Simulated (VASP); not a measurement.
# Bi2Se3 in VASP: relaxation of cell and atoms with PBE+D3(BJ)

Aim: the relaxation of cell and atoms of Bi2Se3 with PBE+D3(BJ).

Program: VASP 6.6.1. These are calculated values, not measurements. Logs are shortened: lines on timing, memory, paths and dates and some standing lists are left out, and cuts for length are marked.

### 1 The sheet as given

The cell holds a sheet with vacuum, 5 atoms: a = 4.140 Å, b = 4.140 Å, c = 23.020 Å, α = 90.00°, β = 90.00°, γ = 120.00°.

The cell was built by a generator and needn't be a form met in nature.

### 2 Relaxation of cell and atoms, PBE+D3(BJ)

INCAR reads:

```
PREC = Accurate
ENCUT = 600
EDIFF = 1E-7
ISMEAR = 0
SIGMA = 0.03
LREAL = False
LASPH = True
NELM = 120
ALGO = Normal
ISIF = 3
LWAVE = False
LCHARG = False
GGA = PE
IVDW = 12
IBRION = 2
NSW = 60
EDIFFG = -0.005
LATTICE_CONSTRAINTS = .TRUE. .TRUE. .FALSE.
KPAR = 4
```

KPOINTS reads:

```
regular mesh
0
Gamma
  12 12 1
```

POSCAR reads:

```
Bi2Se3
1.0
    4.1400000000      0.0000000000      0.0000000000
   -2.0700000000      3.5853451700      0.0000000000
    0.0000000000      0.0000000000     23.0200000000
Se Bi
3 2
Direct
    0.6666670000      0.3333330000      0.3475238900
    0.0000000000      0.0000000000      0.5000000000
    0.3333330000      0.6666670000      0.6524761100
    0.3333330000      0.6666670000      0.4161598600
    0.6666670000      0.3333330000      0.5838401400
```

Potentials or basis: VASP PAW PBE potentials, release 64 (Se, Bi_d).

On the command line:

```console
cat potpaw_PBE.64/Se/POTCAR potpaw_PBE.64/Bi_d/POTCAR > POTCAR
mpirun -np 4 vasp_std > vasp.out
```

OUTCAR:

```text
PREC = Accurate
   ENCUT = 600
   EDIFF = 1E-7
   ISMEAR = 0
   LREAL = False
   LASPH = True
   NELM = 120
   ISIF = 3
   GGA = PE
   IVDW = 12
   IBRION = 2
   NSW = 60
   EDIFFG = -0.005
 IVDW          = 12

 ion  position               nearest neighbor table
   1  0.667  0.333  0.348-   4 2.87   4 2.87   4 2.87
   2  0.000  0.000  0.500-   4 3.07   5 3.07   4 3.07   5 3.07   5 3.07   4 3.07
   3  0.333  0.667  0.652-   5 2.87   5 2.87   5 2.87
   4  0.333  0.667  0.416-   1 2.87   1 2.87   1 2.87   2 3.07   2 3.07   2 3.07
   5  0.667  0.333  0.584-   3 2.87   3 2.87   3 2.87   2 3.07   2 3.07   2 3.07

  LATTYP: Found a hexagonal cell.
 ALAT       =     4.1400000000
 C/A-ratio  =     5.5603864734

  Lattice vectors:

 A1 = (   4.1400000000,   0.0000000000,   0.0000000000)
 A2 = (  -2.0700000000,   3.5853451700,   0.0000000000)
 A3 = (   0.0000000000,   0.0000000000,  23.0200000000)

Analysis of symmetry for initial positions (statically):
=====================================================================
 Subroutine PRICEL returns:
 Original cell was already a primitive cell.

 Routine SETGRP: Setting up the symmetry group for a
 hexagonal supercell.

 Subroutine GETGRP returns: Found 12 space group operations
 (whereof 12 operations were pure point group operations)
 out of a pool of 24 trial point group operations.

The static configuration has the point symmetry D_3d.

Analysis of symmetry for dynamics (positions and initial velocities):
=====================================================================
 Subroutine PRICEL returns:
 Original cell was already a primitive cell.

 Routine SETGRP: Setting up the symmetry group for a
 hexagonal supercell.

 Subroutine GETGRP returns: Found 12 space group operations
 (whereof 12 operations were pure point group operations)
 out of a pool of 24 trial point group operations.

The dynamic configuration has the point symmetry D_3d.

 Subroutine INISYM returns: Found 12 space group operations
 (whereof 12 operations are pure point group operations),
 and found     1 'primitive' translations

----------------------------------------------------------------------------------------

                                     Primitive cell

  volume of cell :     341.6934

  direct lattice vectors                    reciprocal lattice vectors
     4.140000000  0.000000000  0.000000000     0.241545894  0.139456587  0.000000000
    -2.070000000  3.585345170  0.000000000     0.000000000  0.278913174  0.000000000
     0.000000000  0.000000000 23.020000000     0.000000000  0.000000000  0.043440487
[... 77 lines left out ...]
   ICHARG =      2    charge: 1-file 2-atom 10-const
   ISPIN  =      1    spin polarized calculation?
   LNONCOLLINEAR =      F non collinear calculations
   LSORBIT =      F    spin-orbit coupling
   LASPH  =      T    aspherical Exc in radial PAW
   ENCUT  =  600.0 eV  44.10 Ry    6.64 a.u.   8.27  8.27 45.98*2*pi/ulx,y,z
   NELM   =    120;   NELMIN=  2; NELMDL= -5     # of ELM steps
   EDIFF  = 0.1E-06   stopping-criterion for ELM
   LREAL  =      F    real-space projection
   EDIFFG = -.5E-02   stopping-criterion for IOM
   NSW    =     60    number of steps for IOM
   IBRION =      2    ionic relax: 0-MD 1-quasi-New 2-CG
   NFREE  =      1    steps in history (QN), initial steepest desc. (CG)
   ISIF   =      3    stress and relaxation
   ISYM   =      2    0-nonsym 1-usesym 2-fastsym
   POTIM  = 0.5000    time-step for ionic-motion
   TEBEG  =    0.0;   TEEND  =   0.0 temperature during run
   PSTRESS=    0.0 pullay stress
   NELECT =      48.0000    total number of electrons
   NUPDOWN=      -1.0000    fix difference up-down
   EMIN   =  10.00;   EMAX   =-10.00  energy-range for DOS
   EFERMI =   0.00;   METHOD = LEGACY
   ISMEAR =     0;   SIGMA  =   0.03  broadening in eV -4-tet -1-fermi 0-gaus
   EFERMI_NEDOS =   21; number of points for ismear=-14 and -15
   IALGO  =     38    algorithm
   IMIX   =      4    mixing-type and parameters
     AMIX     =   0.40;   BMIX     =  1.00
     AMIX_MAG =   1.60;   BMIX_MAG =  1.00
  volume/ion in A,a.u.               =      68.34       461.17
  Fermi-wavevector in a.u.,A,eV,Ry     =   0.851026  1.608207  9.853964  0.724246
  Thomas-Fermi vector in A             =   1.967095
   LORBIT       =      0    0 simple, 1 ext, 2 COOP (PROOUT), +10 PAW based schemes
   GGA     = PE    functional components
   LHFCALC =     F    Hartree Fock is set to
   AEXX    =    0.0000 exact exchange contribution
   IVDW    =    12    specifies the selected vdW correction
   LEPSILON=     F    determine dielectric tensor
   LRPA    =     F    only Hartree local field effects (RPA)
 conjugate gradient relaxation of ions
 non-spin polarized calculation
 Gauss-broadening in eV      SIGMA  =   0.03
  energy-cutoff  :      600.00
  volume of cell :      341.69
 maximum number of plane-waves:     11442
 NGX is ok and might be reduce to    36
   NGX = 17   NGY = 17   NGZ = 91

--------------------------------------- Ionic step        1  -------------------------------------------

 number of electron      47.9999998 magnetization

 Free energy of the ion-electron system (eV)
  ---------------------------------------------------
  ext. energy  EPLUGINS =         0.00000000
  ---------------------------------------------------
  free energy    TOTEN  =       -20.20715974 eV

  energy without entropy =      -20.20715974  energy(sigma->0) =      -20.20715974

------------------------ aborting loop because EDIFF is reached ----------------------------------------

 Edisp (eV)   -1.58646

 E8    (eV) :    -0.7471
[... 114 lines left out ...]
  FREE ENERGIE OF THE ION-ELECTRON SYSTEM (eV)
  ---------------------------------------------------
  free  energy   TOTEN  =       -21.7948063630 eV

  energy  without entropy=      -21.7948063630  energy(sigma->0) =      -21.79480636

[... ionic steps 4 to 7 ...]

--------------------------------------- Ionic step        8  -------------------------------------------

 number of electron      47.9999996 magnetization

------------------------ aborting loop because EDIFF is reached ----------------------------------------
[... 81 lines left out ...]
--------------------------------------- Ionic step       10  -------------------------------------------

 number of electron      47.9999995 magnetization

 Free energy of the ion-electron system (eV)
  ---------------------------------------------------
  ext. energy  EPLUGINS =         0.00000000
  ---------------------------------------------------
  free energy    TOTEN  =       -20.19952134 eV

  energy without entropy =      -20.19952134  energy(sigma->0) =      -20.19952134

 E-fermi :  -1.4403     XC(G=0):  -4.4467

 val. band max:       -1.6288152401   @ k =   0.1667   0.0833   0.0000
 cond. band min:      -0.6877364670   @ k =   0.0000   0.0000   0.0000
 fundamental gap:      0.9410787731
 Fermi energy:        -1.4403452493

 k-point     1 :       0.0000    0.0000    0.0000
  band No.  band energies     occupation
      1     -24.1961      2.00000
      2     -24.1961      2.00000
      3     -24.1946      2.00000
      4     -24.1946      2.00000
      5     -24.1844      2.00000
      6     -24.1820      2.00000
[... 614 lines left out ...]
  FREE ENERGIE OF THE ION-ELECTRON SYSTEM (eV)
  ---------------------------------------------------
  free  energy   TOTEN  =       -21.7950420991 eV

  energy  without entropy=      -21.7950420991  energy(sigma->0) =      -21.79504210

 reached required accuracy - stopping structural energy minimisation
```

CONTCAR:

```text
Bi2Se3
   1.00000000000000
     4.1246923400169919   -0.0000000000000000    0.0000000000000000
    -2.0623461700084960    3.5720883476006873    0.0000000000000000
     0.0000000000000000    0.0000000000000000   23.0199999999999996
  Se              Bi
     3     2
Direct
     0.6666669999999968    0.3333330000000032    0.3471243528628000
     0.0000000000000000    0.0000000000000000    0.5000000000000000
     0.3333330000000032    0.6666669999999968    0.6528756471371999
     0.3333330000000032    0.6666669999999968    0.4157992821000241
     0.6666669999999968    0.3333330000000032    0.5842007178999757

  0.00000000E+00  0.00000000E+00  0.00000000E+00
  0.00000000E+00  0.00000000E+00  0.00000000E+00
  0.00000000E+00  0.00000000E+00  0.00000000E+00
  0.00000000E+00  0.00000000E+00  0.00000000E+00
  0.00000000E+00  0.00000000E+00  0.00000000E+00
```

Run time: 11 min. Hardware: 4 MPI ranks of Intel Xeon Platinum 8259CL at 2.50GHz (Skylake/Cascade Lake), shared host; peak memory 0.74 GiB.

Results:

```yaml
Free_energy: -21.7950 eV
Relaxed_volume: 67.83 Å³/atom
Relaxed_cell: a = 4.125 Å, b = 4.125 Å, c = 23.020 Å, α = 90.00°, β = 90.00°, γ = 120.00°
Space_group_after_relaxing_to_0.05_Å: P-3m1 (No. 164)
Energy_gained_by_relaxing: 0.3 meV/atom
Ionic_steps: 10
Band_gap_on_the_k_mesh: 0.94 eV, indirect (least direct gap 1.30 eV)
Dispersion_energy_per_atom: -0.319 eV
```

Step by step:
```tsv
step	energy change (eV)	largest force (eV/Å)	pressure (GPa)	volume (Å³)
1	0.0000	0.0501	-0.14	341.69
2	-0.0010	0.0397	0.07	339.23
3	-0.0012	0.0186	0.02	339.84
4	-0.0012	0.0174	0.02	339.88
5	-0.0012	0.0152	0.01	339.81
6	-0.0013	0.0124	0.01	339.60
7	-0.0014	0.0220	0.01	339.18
8	-0.0014	0.0135	0.01	339.15
9	-0.0014	0.0056	0.00	339.09
10	-0.0014	0.0017	0.00	339.17
```

Final structure:
```cif
data_structure
_symmetry_space_group_name_H-M 'P 1'
_symmetry_Int_Tables_number 1
_cell_length_a 4.1247
_cell_length_b 4.1247
_cell_length_c 23.0200
_cell_angle_alpha 90.000
_cell_angle_beta 90.000
_cell_angle_gamma 120.000
_cell_volume 339.17
loop_
_atom_site_label
_atom_site_type_symbol
_atom_site_fract_x
_atom_site_fract_y
_atom_site_fract_z
_atom_site_occupancy
Se1 Se 0.66667 0.33333 0.34712 1
Se2 Se 0.00000 0.00000 0.50000 1
Se3 Se 0.33333 0.66667 0.65288 1
Bi1 Bi 0.33333 0.66667 0.41580 1
Bi2 Bi 0.66667 0.33333 0.58420 1
```

Levels at points of the mesh, in eV from the valence-band top:
```csv
k point,band 20,band 21,band 22,band 23,band 24,band 25,band 26,band 27,band 28
"(0.00, 0.00, 0.00)",-1.00,-0.74,-0.63,-0.63,-0.36,0.94,2.19,2.19,2.70
"(0.50, 0.00, 0.00)",-2.07,-1.78,-1.06,-0.80,-0.58,1.72,2.84,2.86,3.58
```

Caveat: spin-orbit coupling is left out, which as a rule narrows the gap of such compounds by several tenths of an eV.
